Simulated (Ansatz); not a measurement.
Crystal: Hf2S.

```
Hf S
1.0
     3.37427    0.00000    0.00000
    -1.68714    2.92221    0.00000
     0.00000    0.00000   11.71741
Hf S
4 2
Direct
  0.33333 0.66667 0.10019
  0.66667 0.33333 0.60019
  0.33333 0.66667 0.39981
  0.66667 0.33333 0.89981
  0.00000 0.00000 0.25000
  0.00000 0.00000 0.75000
```

The cell comes from a database or a generator and needn't be the stable form of this composition.

Base run:

| Item | Value |
| --- | --- |
| Program | Ansatz 0.2.0 |
| Functional | PBEsol |
| Potentials or basis | Ansatz PAW |
| Cutoff | 420 eV (not typed: the program's choice for these potentials) |
| k mesh | 9 × 9 × 3 |
| Occupations | fermi-dirac, width 0.05 eV |
| Spin | no spin polarisation |
| Hubbard terms | Hf d U = 6 eV |

Its results: band gap on the k mesh none (metal or under the smearing width); pressure 4.8 GPa; largest force 0.090 eV/Å.

Q: After a change of settings the same cell gave: band gap on the k mesh none (metal or under the smearing width); pressure 2.0 GPa; largest force 0.141 eV/Å. Which change was it?
A. hubbard terms from Hf d U = 6 eV to none; hubbard projectors from ortho-atomic (the default) to none
B. hubbard terms from Hf d U = 6 eV to Hf d U = 3 eV
C. hubbard terms from Hf d U = 6 eV to Hf d U = 4 eV

A: C.

Caveats: U without spin polarisation on a metal has little footing; the PAW data sets come from PBE, with cores solved anew for the run's functional, which leaves a small shift of forces and pressure; the density of states is complete only up to the lowest level of the last band computed.
